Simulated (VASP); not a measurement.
Write the native input for VASP 6.6.1 that does the following.

* Task: band structure
* Functional: PBE0
* Potentials or basis: VASP PAW PBE potentials, release 64 (Ba_sv, O)
* Cutoff: 520 eV
* k mesh: 6 × 6 × 6
* Occupations: gaussian, width 0.02 eV
* Spin: no spin polarisation
* Grid for exact exchange (PRECFOCK): Fast
* Exchange at q = 0: truncated
* Further INCAR settings: ALGO = Normal; EDIFF = 1e-06; NBANDS = 15

Crystal: BaO.

```xyz
2
Lattice="0.0000 2.7500 2.7500 2.7500 0.0000 2.7500 2.7500 2.7500 0.0000" Properties=species:S:1:pos:R:3 pbc="T T T"
Ba    0.0000    0.0000    0.0000
O     2.7500    2.7500    2.7500
```

These files were run (other wordings do the same):

POSCAR

```
BaO
1.0
    0.0000000000      2.7500000000      2.7500000000
    2.7500000000      0.0000000000      2.7500000000
    2.7500000000      2.7500000000      0.0000000000
Ba O
1 1
Direct
    0.0000000000      0.0000000000      0.0000000000
    0.5000000000      0.5000000000      0.5000000000
```

INCAR.step1

```
PREC = Accurate ; ENCUT = 520
EDIFF = 1E-5 ; ISMEAR = 0
SIGMA = 0.02 ; LREAL = False
LASPH = True ; NELM = 60
ALGO = Normal ; ISIF = 2
LWAVE = True ; LCHARG = False
NBANDS = 15 ; GGA = PE
```

INCAR.step2

```
PREC = Accurate ; ENCUT = 520
EDIFF = 1E-6 ; ISMEAR = 0
SIGMA = 0.02 ; LREAL = False
LASPH = True ; NELM = 60
ALGO = Normal ; ISIF = 2
LWAVE = False ; LCHARG = False
GGA = PE ; LHFCALC = True
AEXX = 0.25 ; PRECFOCK = Fast
NBANDS = 15 ; ISTART = 1
HFRCUT = -1
```

KPOINTS

```
Automatic mesh
0
Gamma
  6 6 6
```

KPOINTS_OPT

```
path GXWKGLUWLK,UX
10
line-mode
reciprocal
 0.0000000000  0.0000000000  0.0000000000  G
 0.5000000000  0.0000000000  0.5000000000  X

 0.5000000000  0.0000000000  0.5000000000  X
 0.5000000000  0.2500000000  0.7500000000  W

 0.5000000000  0.2500000000  0.7500000000  W
 0.3750000000  0.3750000000  0.7500000000  K

 0.3750000000  0.3750000000  0.7500000000  K
 0.0000000000  0.0000000000  0.0000000000  G

 0.0000000000  0.0000000000  0.0000000000  G
 0.5000000000  0.5000000000  0.5000000000  L

 0.5000000000  0.5000000000  0.5000000000  L
 0.6250000000  0.2500000000  0.6250000000  U

 0.6250000000  0.2500000000  0.6250000000  U
 0.5000000000  0.2500000000  0.7500000000  W

 0.5000000000  0.2500000000  0.7500000000  W
 0.5000000000  0.5000000000  0.5000000000  L

 0.5000000000  0.5000000000  0.5000000000  L
 0.3750000000  0.3750000000  0.7500000000  K

 0.6250000000  0.2500000000  0.6250000000  U
 0.5000000000  0.0000000000  0.5000000000  X
```

Potentials or basis: VASP PAW PBE potentials, release 64 (Ba_sv, O).

The run is started by

```sh
$ cat potpaw_PBE.64/Ba_sv/POTCAR potpaw_PBE.64/O/POTCAR > POTCAR
$ cp INCAR.step1 INCAR
$ mpirun -np 1 vasp_std > vasp.out
$ cp INCAR.step2 INCAR
$ mpirun -np 1 vasp_std > vasp.out
```

It gave:

```
Pressure                : 3.1 GPa
Band gap on the k mesh  : 3.90 eV, direct
Band gap along the path : 3.90 eV, direct
```

Caveat: the PAW data sets were made with another functional, which shifts forces and pressure a little; spin-orbit coupling is left out, which moves the levels of the heavy elements.

Run time: 77 min on 1 thread of Intel(R) Xeon(R) Platinum 8488C (Sapphire Rapids), on a shared host, peak memory 0.28 GiB.
